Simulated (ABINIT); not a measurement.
Crystal: SnTe.

```xyz
2
Lattice="0.0000 3.1509 3.1509 3.1509 0.0000 3.1509 3.1509 3.1509 0.0000" Properties=species:S:1:pos:R:3 pbc="T T T"
Te    3.1509    3.1509    3.1509
Sn    0.0000    0.0000    0.0000
```

Base run:

```yaml
Program: ABINIT 10.8.3 (patched build)
Functional: LDA
Potentials_or_basis: PseudoDojo NC SR LDA v0.4.1 standard
Cutoff: 925 eV
k_mesh: 5 × 5 × 5
Occupations: fermi-dirac, width 0.05 eV
Spin: no spin polarisation
```

Its results: pressure -2.0 GPa.

Task: The run is repeated on the same cell with these changes: functional from LDA to PBE; potentials or basis from PseudoDojo NC SR LDA v0.4.1 standard to PseudoDojo NC SR PBE v0.4.1 standard. What comes out?

Result: Pressure 1.9 GPa.

Caveats: the cutoff is short for stress, so the pressure is rough (some runs).
